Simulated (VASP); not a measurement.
## SnO: single point with HSE06

Crystal: SnO.

```
CELL_PARAMETERS angstrom
3.80200 0.00000 0.00000
0.00000 3.80200 0.00000
0.00000 0.00000 4.83600
ATOMIC_POSITIONS crystal
Sn 0.00000 0.50000 0.23850
Sn 0.50000 0.00000 0.76150
O 0.00000 0.00000 0.00000
O 0.50000 0.50000 0.00000
```

```yaml
Program: VASP 6.6.1
Task: single point
Functional: HSE06
Potentials_or_basis: VASP PAW PBE potentials, release 64 (Sn_d, O)
Cutoff: 520 eV
k_mesh: 4 × 4 × 4
Occupations: gaussian, width 0.02 eV
Spin: no spin polarisation
```

```json
{"Pressure": "0.0 GPa", "Largest force": "0.183 eV/Å", "Band gap on the k mesh": "0.39 eV, indirect (least direct gap 2.66 eV)"}
```

Forces in eV/Å, atoms in the order of the input:
```
Sn   0.000  0.000 -0.183
Sn   0.000  0.000  0.183
O    0.000  0.000  0.000
O    0.000  0.000  0.000
```

Stress tensor (GPa, compression positive):
```
-0.03  0.00  0.00
 0.00 -0.03  0.00
 0.00  0.00  0.15
```

Levels at points of the mesh, in eV from the valence-band top:
```tsv
k point	band 18	band 19	band 20	band 21	band 22	band 23
(0.00, 0.00, 0.00)	-4.14	-4.14	0.00	2.76	5.04	5.33
(0.50, 0.00, 0.00)	-5.94	-3.29	-3.29	3.85	3.85	6.76
(0.50, 0.50, 0.00)	-3.42	-2.27	-2.27	0.39	0.39	5.05
(0.00, 0.00, 0.50)	-4.15	-3.24	-2.92	2.34	3.51	3.51
(0.50, 0.00, 0.50)	-5.91	-2.26	-2.26	3.15	3.15	6.19
(0.50, 0.50, 0.50)	-3.42	-3.13	-3.13	2.76	2.76	4.80
```

It took 51 min on 1 thread of Intel(R) Xeon(R) Platinum 8488C (Sapphire Rapids), on a shared host, peak memory 0.31 GiB.

Caveat: the PAW data sets were made with another functional, which shifts forces and pressure a little; spin-orbit coupling is left out, which moves the levels of the heavy elements. A k mesh can miss the band edges.
